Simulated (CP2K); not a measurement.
## Nb: single point with PBE

Crystal: Nb.

```
Nb
1.0
     2.99106    0.00000    0.00000
     1.49553    2.59034    0.00000
     1.49553    0.86345    2.44219
Nb
1
Direct
  0.00000 0.00000 0.00000
```

This isn't the form of Nb at room conditions, which is bcc.

```
Program                             : CP2K 2026.2
Task                                : single point
Functional                          : PBE
Potentials or basis                 : POTENTIAL_UZH Nb GTH-PBE-q13; TZVP-MOLOPT-PBE-GTH basis
Density cutoff                      : 6123 eV
k mesh                              : 11 × 11 × 11
Occupations                         : gaussian, width 0.05 eV
Spin                                : no spin polarisation
SCF solver                          : diagonalisation with k points
Quickstep method                    : GPW
EPS_DEFAULT                         : 1.0E-10
EPS_SCF                             : 1.0E-6
MAX_SCF                             : 100
SCF_GUESS                           : ATOMIC
k points reduced by the point group : yes
Mesh centred on Gamma               : yes
CHOLESKY                            : OFF
EPS_EIGVAL                          : 1.0E-7
MIXING METHOD                       : BROYDEN_MIXING
MIXING ALPHA                        : 0.4
NBUFFER                             : 8
NGRIDS                              : 5
Basis sets                          : Nb TZVP-MOLOPT-PBE-GTH-q13
Potentials                          : Nb GTH-PBE-q13 of POTENTIAL_UZH
ADDED_MOS                           : [11]
REL_CUTOFF (Ry)                     : 60 Ry
MIXING BETA (1/bohr)                : 1.5 1/bohr
CUTOFF of the grids                 : 450 Ry
```

```
Pressure               : -0.9 GPa
Band gap on the k mesh : none (metal or under the smearing width)
```

Levels at points of the mesh, in eV from the Fermi level:
```csv
k point,band 4,band 5,band 6,band 7,band 8,band 9
"(0.00, 0.00, 0.00)",-30.17,-6.18,0.08,0.08,0.08,2.68
```

Run time: 93 s on 1 thread of Arm Neoverse V1, on a shared host, peak memory 0.28 GiB.

Caveat: the basis of atomic orbitals isn't converged, which shifts pressures, moduli and gaps.
